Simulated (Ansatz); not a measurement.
# CoH (Fm-3m) in Ansatz: optical spectrum with r2SCAN+U

Aim: the optical spectrum of CoH with r2SCAN+U.

Program: Ansatz 0.2.0. These are calculated values, not measurements. Logs are shortened: lines on timing, memory, paths and dates and some standing lists are left out, and cuts for length are marked.

**1. The crystal as given**

The structure is cubic, space group Fm-3m (No. 225). The conventional cell has a = 3.686 Å, b = 3.686 Å, c = 3.686 Å, α = 90.00°, β = 90.00°, γ = 90.00°. Around Co (site symmetry m-3m) lie 6 H at 1.84 Å. H (site symmetry m-3m) has 6 Co at 1.84 Å as nearest neighbours.

The cell comes from a database or a generator and needn't be the stable form of this composition.

**2. Optical spectrum, r2SCAN+U, collinear spin, random start**

File input.yaml:

```yaml
crystal:
  lattice:
    - [0.0, 1.84296171, 1.84296171]
    - [1.84296171, 0.0, 1.84296171]
    - [1.84296171, 1.84296171, 0.0]
  atoms:
    - { symbol: Co, position: [0.0, 0.0, 0.0], spin: -1.46 }
    - { symbol: H, position: [0.5, 0.5, 0.5] }
hamiltonian:
  xc: r2scan
  pseudopotentials: { kind: paw }
  hubbard: { sites: [{ species: Co, l: d, u_eff: 2.5 }] }
magnetization:
  spin_polarized: true
kpoints:
  mp_grid: { grid: [12, 12, 12] }
scf:
  occupations: { method: gaussian, width: 0.05 }
  n_extra_bands: 12
output:
  eigenvalues: true
  optics: { e_range: [0, 14], sigma: 0.05, nscf_kmesh: { grid: [16, 16, 16] } }
  write_density: true
  write_potential: true
  elf: true
  volumetric_format: npy
```

Potentials or basis: Ansatz PAW.

The run is started by

```console
> ansatz run input.yaml --threads 2 --pin off --max-ram 5632MiB --backend cpu --events-out ev --progress --plain --runs-dir out
```

Standard output:

```text
Warning: RAYON_NUM_THREADS=2 ignored (pool sized by the plan → 2); use --threads N
Co: projections on atomic orbitals take those of the free atom [Ne] 3s2 3p6 3d7 4s2, of charge +0.00 (hamiltonian.pseudopotentials.projection_atoms); the dataset's partial waves leave at most 1.4e-6 of an orbital's norm unspanned inside its sphere
H: projections on atomic orbitals take those of the free atom 1s1, of charge +0.00 (hamiltonian.pseudopotentials.projection_atoms); the dataset's partial waves leave at most 1.2e-11 of an orbital's norm unspanned inside its sphere
scf.n_extra_bands = 12 over 9 filled bands (N_el = 18.0): the run solves 21 bands
Engine: ansatz 0.2.0, aarch64-unknown-linux-gnu
Pseudopotentials: kind: paw
Pseudopotential: Co, paw, valence charge 17, recommended cutoff 500 eV (meta_gga), Co.paw.azcp
Pseudopotential: H, paw, valence charge 1, recommended cutoff 500 eV (meta_gga), H.paw.azcp
Functional definition: r2SCAN
  parameter k0 = 0.174
  parameter k1 = 0.065
  parameter a1 = 4.9479
  exchange = r2scan_x(k0 = k0, k1 = k1, a1 = a1)
  correlation = r2scan_c
Crystal: 2 atoms, lattice volume = 12.519 Å³
Basis set: ecut = 500 eV, 331 PW (Γ), exchange–correlation on 80×80×80 points (64 copies of the dense FFT grid, shifted against one another)
Bands: 21, of which v1, the nominal top of the filled ones, is band 9 counted from 1 (8 counted from 0)
Symmetry: 48 space group operations
Space group: Fm-3m (ITA 225), of the structure as read, at distance tolerance 2.3e-5 Å
Magnetic group: BNS 225.116 (UNI 1618), of the structure as read, at distance tolerance 2.3e-5 Å
k-points: 72 of 1728
Non-local potential: Co, projectors of the file, l = 0: 3, l = 1: 2, l = 2: 3, l = 3: 1
Non-local potential: H, projectors of the file, l = 0: 2, l = 1: 1
PAW form: soft (Blöchl's): semilocal exchange-correlation on the pseudo side does not see the compensation charge
PAW frozen core: Co, regenerated for the run's functional (the file was generated under x = pbe(κ = 0.804, μ = 0.2195149727645171), c = pbe(β = 0.06672455060314922))
PAW one-centre angular grid: Co, 590 points (default); XC on 160 Gauss nodes
PAW one-centre angular grid: H, 302 points (default); XC on 160 Gauss nodes
Initial density: superposition of atomic densities (chi_scale 0.1, normalization cell)
Starting moments: Σ|m| = 1.46 μB on 1 of 2 sites
Initial wavefunctions: pseudopotential atomic-orbital guess
Functional: x = r2scan, c = r2scan; τ floored in thin density (d = 2e-4 eV/Å³)
iter 1 solved again at ethr=3.65e-4 eV; its pass at ethr=3.10e-3 eV (dr2=6.58e-2 eV) is discarded
SCF iter   1: F=—  HF=-5145.168401 eV  |F-HF|=—  |Δ(HF+E_count)|=         —  Δρ=5.69e-2 (↑4.61e-2 ↓5.69e-2)  dr2=6.58e-2  dr2_τ=2.43e-2  dr2_m=2.83e-1  M=-1.468 μB ∫|m|=1.565 μB  β_m=1.00  ethr=3.65e-4  ⟨swp⟩=2.7  Hψ=17852  notcnv=0
preconditioner: auto → none  [metal: Δε(μ)=0.011 eV  Ē_g=29.472 eV  σ=0.050 eV  W_gap=0.13  n_scr=0 (ndim 8)  ℏωp=33.2 eV  f_vac=0.000  D(μ)=2.13/eV (n_scr^D=26)]
SCF iter   2: F=—  HF=-5145.342287 eV  |F-HF|=—  |Δ(HF+E_count)|=   1.74e-1  Δρ=1.93e-2 (↑1.92e-2 ↓1.93e-2)  dr2=3.12e-2  dr2_τ=1.06e-3  dr2_m=3.04e-2  M=-1.508 μB ∫|m|=1.690 μB  β_m=1.00  ethr=3.65e-4  ⟨swp⟩=3.0  Hψ=6546  notcnv=0  κ⁻¹=1.0e0(r=1)
SCF iter   3: F=—  HF=-5145.417650 eV  |F-HF|=—  |Δ(HF+E_count)|=   7.54e-2  Δρ=1.06e-2 (↑7.90e-3 ↓1.06e-2)  dr2=7.57e-3  dr2_τ=2.34e-4  dr2_m=6.22e-3  M=-1.535 μB ∫|m|=1.742 μB  β_m=1.00  ethr=1.73e-4  ⟨swp⟩=2.5  Hψ=5506  notcnv=0  defer=421  κ⁻¹=7.0e-1(r=2)
SCF iter   4: F=—  HF=-5145.484749 eV  |F-HF|=—  |Δ(HF+E_count)|=   6.71e-2  Δρ=5.19e-3 (↑5.19e-3 ↓5.03e-3)  dr2=1.48e-3  dr2_τ=4.60e-5  dr2_m=1.76e-3  M=-1.544 μB ∫|m|=1.768 μB  β_m=1.00  ethr=4.20e-5  ⟨swp⟩=2.0  Hψ=4956  notcnv=0  defer=607  κ⁻¹=1.3e-3(r=3)
SCF iter   5: F=—  HF=-5145.532950 eV  |F-HF|=—  |Δ(HF+E_count)|=   4.82e-2  Δρ=4.29e-3 (↑4.29e-3 ↓2.66e-3)  dr2=1.04e-3  dr2_τ=2.61e-5  dr2_m=9.32e-4  M=-1.545 μB ∫|m|=1.785 μB  β_m=1.00  ethr=8.24e-6  ⟨swp⟩=2.0  Hψ=4867  notcnv=0  defer=684  κ⁻¹=4.3e-4(r=4)
SCF iter   6: F=—  HF=-5145.565002 eV  |F-HF|=—  |Δ(HF+E_count)|=   3.21e-2  Δρ=4.29e-3 (↑4.29e-3 ↓1.64e-3)  dr2=9.03e-4  dr2_τ=2.15e-5  dr2_m=5.84e-4  M=-1.545 μB ∫|m|=1.798 μB  β_m=1.00  ethr=5.80e-6  ⟨swp⟩=2.0  Hψ=4456  notcnv=0  defer=712  κ⁻¹=1.2e-4(r=5)
SCF iter   7: F=—  HF=-5145.586082 eV  |F-HF|=—  |Δ(HF+E_count)|=   2.11e-2  Δρ=7.40e-3 (↑7.40e-3 ↓4.84e-3)  dr2=2.48e-3  dr2_τ=7.24e-5  dr2_m=3.62e-4  M=-1.545 μB ∫|m|=1.806 μB  β_m=1.20  ethr=5.02e-6  ⟨swp⟩=2.2  Hψ=4291  notcnv=0  defer=721
Mixer restart at iter 7: flushing history
spin-set hold released at iteration 7 (site moments contracting): the magnetisation degrees of freedom join the quasi-Newton model from the next iteration; the mixer history was flushed
[... 49 lines left out ...]
SCF iter   3: F=—  HF=-5146.220781 eV  |F-HF|=—  |Δ(HF+E_count)|=   1.66e-4  Δρ=6.33e-4 (↑6.33e-4 ↓4.78e-4)  dr2=5.80e-5  dr2_τ=1.30e-6  dr2_m=1.42e-5  M=-1.890 μB ∫|m|=1.915 μB  β_m=1.20  ethr=1.57e-5  ⟨swp⟩=2.1  Hψ=4364  notcnv=0  defer=45  κ⁻¹=4.8e-3(r=2)
SCF iter   4: F=—  HF=-5146.220870 eV  |F-HF|=—  |Δ(HF+E_count)|=   8.92e-5  Δρ=3.47e-4 (↑3.47e-4 ↓3.09e-4)  dr2=3.20e-5  dr2_τ=5.71e-7  dr2_m=2.18e-7  M=-1.890 μB ∫|m|=1.915 μB  β_m=1.20  ethr=3.22e-7  ⟨swp⟩=1.3  Hψ=2656  notcnv=0  defer=45  κ⁻¹=1.9e-4(r=3)
SCF iter   5: F=—  HF=-5146.220972 eV  |F-HF|=—  |Δ(HF+E_count)|=   1.02e-4  Δρ=1.74e-4 (↑1.74e-4 ↓1.35e-4)  dr2=5.42e-6  dr2_τ=7.59e-8  dr2_m=1.14e-7  M=-1.891 μB ∫|m|=1.915 μB  β_m=1.20  ethr=1.78e-7  ⟨swp⟩=2.2  Hψ=3388  notcnv=0  defer=45  κ⁻¹=5.5e-5(r=4)
SCF iter   6: F=—  HF=-5146.221003 eV  |F-HF|=—  |Δ(HF+E_count)|=   3.10e-5  Δρ=7.76e-5 (↑7.76e-5 ↓7.17e-5)  dr2=1.31e-6  dr2_τ=1.59e-8  dr2_m=1.01e-8  M=-1.891 μB ∫|m|=1.915 μB  β_m=1.20  ethr=3.01e-8  ⟨swp⟩=2.6  Hψ=3755  notcnv=0  defer=45  κ⁻¹=4.0e-6(r=5)
SCF iter   7: F=—  HF=-5146.221008 eV  |F-HF|=—  |Δ(HF+E_count)|=   5.04e-6  Δρ=2.37e-5 (↑2.37e-5 ↓1.84e-5)  dr2=8.96e-9  dr2_τ=9.49e-10  dr2_m=4.56e-8  M=-1.891 μB ∫|m|=1.915 μB  β_m=1.20  ethr=7.26e-9  ⟨swp⟩=2.1  Hψ=3525  notcnv=0  defer=45  κ⁻¹=3.8e-7(r=6)
SCF iter   8: F=—  HF=-5146.221008 eV  |F-HF|=—  |Δ(HF+E_count)|=   8.27e-8  Δρ=4.80e-6 (↑4.34e-6 ↓4.80e-6)  dr2=4.52e-10  dr2_τ=9.26e-11  dr2_m=1.41e-9  M=-1.891 μB ∫|m|=1.915 μB  β_m=1.20  ethr=4.98e-11  ⟨swp⟩=2.2  Hψ=3673  notcnv=0  defer=45  κ⁻¹=5.0e-8(r=7)
SCF iter   9: F=—  HF=-5146.221008 eV  |F-HF|=—  |Δ(HF+E_count)|=   3.05e-8  Δρ=2.79e-6 (↑2.35e-6 ↓2.79e-6)  dr2=2.86e-10  dr2_τ=4.14e-11  dr2_m=2.97e-10  M=-1.891 μB ∫|m|=1.915 μB  β_m=1.20  ethr=2.51e-12  ⟨swp⟩=2.0  Hψ=3796  notcnv=0  defer=45  κ⁻¹=6.5e-9(r=8)
SCF iter  10: F=—  HF=-5146.221008 eV  |F-HF|=—  |Δ(HF+E_count)|=   2.81e-8  Δρ=4.85e-7 (↑4.05e-7 ↓4.85e-7)  dr2=1.86e-11  dr2_τ=2.24e-12  dr2_m=1.30e-11  M=-1.891 μB ∫|m|=1.915 μB  β_m=1.20  ethr=1.59e-12  ⟨swp⟩=2.2  Hψ=3932  notcnv=0  defer=45  κ⁻¹=6.3e-8(r=8)
SCF iter  11: F=—  HF=-5146.221008 eV  |F-HF|=—  |Δ(HF+E_count)|=  5.82e-10  Δρ=2.48e-7 (↑2.48e-7 ↓1.51e-7)  dr2=2.75e-12  dr2_τ=3.52e-13  dr2_m=2.02e-12  M=-1.891 μB ∫|m|=1.915 μB  β_m=1.20  ethr=1.00e-12  ⟨swp⟩=4.8  Hψ=10244  notcnv=0  κ⁻¹=1.9e-7(r=8)
SCF iter  12: F=—  HF=-5146.221008 eV  |F-HF|=—  |Δ(HF+E_count)|=  1.06e-10  Δρ=1.70e-7 (↑1.70e-7 ↓1.30e-7)  dr2=1.11e-12  dr2_τ=1.22e-13  dr2_m=1.46e-12  M=-1.891 μB ∫|m|=1.915 μB  β_m=1.20  ethr=1.00e-12  ⟨swp⟩=2.2  Hψ=4928  notcnv=0  κ⁻¹=1.9e-8(r=8)
SCF iter  13: F=-5146.221008 eV  HF=-5146.221008 eV  |F-HF|=1.82e-12  |Δ(HF+E_count)|=  8.55e-11  Δρ=1.93e-8 (↑1.93e-8 ↓1.83e-8)  dr2=2.19e-14  dr2_τ=4.12e-15  dr2_m=1.80e-14  M=-1.891 μB ∫|m|=1.915 μB  ethr=1.00e-12  ⟨swp⟩=2.9  Hψ=5524  notcnv=0
SCF 2 converged in 13 iterations: F = -5146.221008 eV  dr2 = 2.19e-14
The result is that of the SCF that stage 1 started: 0.68 eV lower in free energy than the state whose close was followed first; 35 iterations were spent on what was left
NSCF: frozen V_eff on 145 k-points
Optics k sum: 0 of 145 k-points
Optics k sum: 8 of 145 k-points
Optics k sum: 15 of 145 k-points
Optics k sum: 22 of 145 k-points
Optics k sum: 29 of 145 k-points
Optics k sum: 37 of 145 k-points
[... 97 lines left out ...]
Optics k sum: 138 of 145 k-points
Optics k sum: 145 of 145 k-points
SCF converged after 13 iterations
Magnetization: -1.8908 μB (8.0546 up, 9.9454 down)
Absolute magnetization: 1.9147 μB (∫|ρ↑−ρ↓|, with the PAW one-centre terms)
Spin contamination: 0.0186 ħ² per cell (⟨S²⟩ above its minimum at these occupations)
Per-site moments (μB) at R_I (Å): [(-1.6821526904083839, 0.760221705375), (-0.022832194379519173, 0.760221705375)]
Free energy (F): -5146.221008 eV
Harris-Foulkes:  -5146.221008 eV  (|F-HF|=1.82e-12)
Internal energy: -5146.220556 eV  (E = F + TS)
E sigma→0 (E₀):  -5146.220782 eV
Entropy (-TS):   -0.000452 eV (-0.226 meV/atom)
Fermi energy:    19.064552 eV
--- Per-component energies (eV) ---
  E_band       = -277.586633
  E_kinetic    = 468.437273
  E_local      = -2974.794618  (includes V_loc(G=0)·N_el)
  E_nonlocal   = 471.487910
  E_hartree    = 1256.607192
  E_xc         = -166.371866
  E_vxc        = -242.048881  (∫ρ·V_xc dr)
  E_hubbard    = 0.716468  (on-site DFT+U / exact-exchange correction)
  E_vhub       = -8.374716  (the Hubbard potential's part of the band-sum identity)
  E_paw        = -1532.468405  (= ΣΔE_a)
  E_vpaw       = -520.692543  (= ΣTr[D̂ρ^β])
  E_aug_tail   = -0.000292  (compensation charges beyond the density's cutoff)
  E_vtau       = 15.184852  (kinetic-family band-sum trace: ∫τ·v_τ [+ j·A + Jᵃ·Aᵃ] dr)
  E_ewald      = -2669.539012
  E_core_change = -0.295206  (= ΣΔE_core)
  E_smearing   = -0.000452  (= −TS)
  E_closure    = -0.000000  (closes the sum)
  Σ components = -5146.221008   (vs F -5146.221008, Δ=0.00e0)
--- Band table (eV; the first three rows and the last of 144) ---
  k-point 0 ↑: bands = ["-78.6231", "-40.4939", "-40.4939", "-40.4939", "4.6508", "15.2720", "15.2720", "15.2720", "20.8155", "20.8155", "33.1441", "38.6805", "39.9701", "39.9701", "39.9701", "45.3412", "45.3412", "45.3412", "54.0382", "54.0382", "54.0382"]
  k-point 1 ↑: bands = ["-78.6208", "-40.5104", "-40.4962", "-40.4962", "4.8922", "15.1699", "15.3383", "15.3383", "20.7573", "20.7573", "31.9452", "37.9154", "39.8785", "39.8785", "40.4343", "45.6677", "45.6677", "47.1563", "52.2952", "52.2952", "54.3496"]
  k-point 2 ↑: bands = ["-78.6147", "-40.5555", "-40.5024", "-40.5024", "5.5989", "14.8769", "15.5150", "15.5150", "20.6163", "20.6163", "29.4898", "35.9959", "39.7035", "39.7035", "42.0872", "45.9762", "45.9762", "50.6880", "50.8169", "50.8169", "55.4787"]
  k-point 71 ↓: bands = ["-81.7040", "-43.6529", "-43.6529", "-43.5958", "8.8063", "13.1976", "13.1976", "13.7594", "16.1035", "19.7185", "23.2851", "23.2851", "26.0735", "41.4134", "44.2278", "44.2278", "49.4704", "61.3311", "61.3311", "63.0108", "63.2072"]
Occupation matrices written to <dir>
```

It took 2.3 min on 2 threads of Arm Neoverse V2, shared host; peak memory 0.84 GiB.

Results:

- Free energy: -5146.2210 eV
- Band gap on the k mesh: none (metal or under the smearing width)
- Net moment: -1.89 μB per cell
- Absolute moment: 1.91 μB per cell
- Site moments: Co -1.68; H -0.02 μB

Levels at points of the mesh, in eV from the Fermi level:
Spin up:
| k point | band 5 | band 6 | band 7 | band 8 | band 9 | band 10 | band 11 | band 12 |
| --- | --- | --- | --- | --- | --- | --- | --- | --- |
| (0.00, 0.00, 0.00) | -14.41 | -3.79 | -3.79 | -3.79 | 1.75 | 1.75 | 14.08 | 19.62 |
| (0.00, 0.00, -0.50) | -8.31 | -7.01 | -2.95 | -2.95 | 1.32 | 1.32 | 3.61 | 11.60 |
| (0.00, -0.50, -0.50) | -8.63 | -5.90 | -1.56 | -1.56 | -0.81 | 2.65 | 6.10 | 10.46 |
Spin down:
| k point | band 7 | band 8 | band 9 | band 10 | band 11 | band 12 | band 13 | band 14 |
| --- | --- | --- | --- | --- | --- | --- | --- | --- |
| (0.00, 0.00, 0.00) | -5.13 | -5.02 | -5.02 | -5.02 | 13.94 | 19.72 | 20.18 | 20.18 |
| (0.00, 0.00, -0.50) | -6.05 | -6.05 | -3.51 | -3.51 | 2.53 | 11.49 | 20.15 | 20.15 |
| (0.00, -0.50, -0.50) | -4.44 | -2.96 | -2.96 | -1.10 | 1.34 | 9.89 | 9.89 | 13.97 |

Dielectric function (mean over the directions given):
```csv
energy (eV),real part,imaginary part
0.50,-110.70,0.00
0.90,-26.55,0.00
1.40,-3.18,2.49
1.80,2.00,4.44
2.30,4.51,5.19
2.80,6.19,5.94
3.20,6.69,9.73
3.70,3.26,7.45
4.20,2.70,7.59
4.60,1.71,6.44
5.10,2.19,7.14
5.60,0.08,5.13
6.00,1.06,3.49
6.50,1.18,3.51
7.00,1.43,2.62
7.40,2.18,2.01
7.90,3.55,1.85
8.40,4.01,3.71
8.80,4.27,3.11
9.30,5.02,5.06
9.80,4.47,5.62
10.20,4.14,6.96
10.70,0.18,7.12
11.20,0.03,5.75
11.60,0.40,4.87
12.10,-0.76,6.32
12.60,-0.91,4.95
13.00,-0.96,4.59
13.50,-1.21,4.03
14.00,-1.15,3.61
```

Eigenvalues of the final occupation matrices:
```
  site  spin  trace               eigenvalues
site 1     1   3.01  0.12 0.12 0.92 0.92 0.92
site 1     2   4.84  0.97 0.97 0.97 0.97 0.97
```

Caveat: the magnetic or orbital state may not be the lowest; spectra need much finer meshes, so this one isn't converged; independent-particle spectra lack excitons; the intraband (Drude) part of a metal's response may be missing; the PAW data sets come from PBE, with cores solved anew for the run's functional, which leaves a small shift of forces and pressure; the U is typed as a test and isn't derived for this compound. The state reached can hang on the start; a lower one may exist.
